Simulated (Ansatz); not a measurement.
## In under changes of volume

One of the cells (26.419 Å³/atom); the others are scaled copies at fixed shape and fractional positions:

```
In
1.0
     1.66964    0.96397    8.20746
    -1.66964    0.96397    8.20746
     0.00000   -1.92793    8.20746
In
3
Direct
  0.22199 0.22199 0.22199
  0.77801 0.77801 0.77801
  0.00000 0.00000 0.00000
```

This isn't the form of In at room conditions, which is tetragonal.

* Program: Ansatz 0.2.0
* Functional: PBEsol
* Potentials or basis: Ansatz PAW
* Cutoff: 420 eV (not typed: the program's choice for these potentials)
* k mesh: 9 × 9 × 9
* Occupations: fermi-dirac, width 0.05 eV
* Spin: no spin polarisation

| volume (Å³/atom) | energy over the lowest point (meV/atom) | pressure (GPa) | largest force (eV/Å) |
| --- | --- | --- | --- |
| 24.834 | 4.08 | 1.6 | 0.002 |
| 25.363 | 0.45 | 0.6 | 0.010 |
| 25.891 | 0.00 | -0.3 | 0.017 |
| 26.419 | 2.38 | -1.1 | 0.024 |
| 26.948 | 7.26 | -1.8 | 0.030 |
| 27.476 | ? | ? | ? |
| 28.005 | 23.37 | -3.0 | 0.040 |

Problem. What does the run at 27.476 Å³/atom give?

Solution. Energy over the lowest point 14.34 meV/atom; pressure -2.5 GPa; largest force 0.035 eV/Å.

Worked out: A Birch-Murnaghan fit of order 3 (a polynomial in V^(-2/3)) to the other rows has its minimum at 25.70 Å³/atom with B0 = V·E''(V) = 43 GPa and B' = 5.0 at fixed shape and positions, which overstates the stiffness. It gives 14.33 meV/atom at 27.476 Å³/atom, against the run's 14.34, and -dE/dV = -2.5 GPa, against -2.5.

Energies are extrapolated to zero smearing.

Caveats: the PAW data sets come from PBE, with cores solved anew for the run's functional, which leaves a small shift of forces and pressure.
